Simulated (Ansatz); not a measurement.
Run this with the Python package of Ansatz (0.2.0) and show what comes out.

`aln_compress.py`
```python
import ansatz as az
import numpy as np
import pandas as pd

def edges_and_angles(cell):
    cell = np.asarray(cell)
    a, b, c = np.linalg.norm(cell, axis=1)
    cosines = cell[1] @ cell[2] / (b * c), cell[0] @ cell[2] / (a * c), cell[0] @ cell[1] / (a * b)
    return (a, b, c, *np.degrees(np.arccos(cosines)))

aln = (
    az.Lattice.from_parameters(3.31212, 3.31212, 4.18756, alpha=90, beta=90, gamma=120)
    .space_group(194)
    .atom('Al', (1 / 3, 2 / 3, 0.75))
    .atom('N', (1 / 3, 2 / 3, 0.25))
)

model = (
    aln.calculation()
    .kpoints(6, 6, 4)
    .functional('PBEsol')
    .scf(tolerance=1e-09)
    .basis(38 * az.Ry)
    .occupations('fixed')
)

rows = []
for pressure in [0, 5, 10, 20]:
    outcome = model.relax(cell=True, pressure=pressure, max_steps=60).run(threads=1)
    cell = outcome.lattice.cell_ang
    n_atoms = len(outcome.lattice.sites)
    volume = abs(np.linalg.det(cell)) / n_atoms
    enthalpy = outcome.report['free_energy_ev'] / n_atoms + pressure * volume / 160.21766
    rows.append((pressure, volume, enthalpy, *edges_and_angles(cell)))
    print(f'{pressure} GPa done: {volume:.4f} A^3/atom')

table = pd.DataFrame(rows, columns=['P_GPa', 'V_A3_atom', 'H_eV_atom', 'a', 'b', 'c', 'alpha', 'beta', 'gamma'])
print(table.round(4).to_string(index=False))
p, v = np.array([row[0] for row in rows], float), np.array([row[1] for row in rows])
print('mean bulk modulus between rows (GPa):', np.round(-np.diff(p) / np.diff(np.log(v)), 1))
```

```console
$ python aln_compress.py
DeckWarning: relax.cell: scf.convergence.dr2_threshold = 1e-9 eV is looser than the 4e-10 eV advised for a relaxation that steers and ends on the stress (1e-10 eV for each atom of the cell: 4). What an SCF threshold leaves in a stress goes as its square root, and in the free energy as the threshold itself, and one threshold admits the most on a small cell: of the crystals measured, under no hybrid functional and no lock of the moments, on runs that ended without the residual-converged pass, on [...]
0 GPa done: 9.7731 A^3/atom
5 GPa done: 9.5549 A^3/atom
10 GPa done: 9.3592 A^3/atom
20 GPa done: 9.0185 A^3/atom
 P_GPa  V_A3_atom  H_eV_atom      a      b      c  alpha  beta  gamma
     0     9.7731  -452.8903 3.3015 3.3015 4.1413   90.0  90.0  120.0
     5     9.5549  -452.5888 3.2805 3.2805 4.1008   90.0  90.0  120.0
    10     9.3592  -452.2937 3.2608 3.2608 4.0656   90.0  90.0  120.0
    20     9.0185  -451.7205 3.2247 3.2247 4.0057   90.0  90.0  120.0
mean bulk modulus between rows (GPa): [221.4 241.5 269.7]
```
(Warnings from the package without file and line, shortened.)

The volume falls from 9.77 Å³ an atom at 0 GPa to 9.02 at 20 GPa, by 7.7 %. Between 0 and 5 GPa, -V dP/dV is about 221 GPa, a mean over that step.

Reading the output:
- Absolute energies stand on the zero of these potentials, so only differences at equal settings mean something.
- At a fixed pressure a relaxation lowers the enthalpy F + PV, while F alone can rise.
- This cell is a computed structure, which may not be the phase found in nature.
- Symmetry holds the cell in this phase, whether or not it is the stable one at each pressure.
- Timing: 16 s on 1 thread of Arm Neoverse V2, with other jobs on the host, peak memory 0.41 GiB.
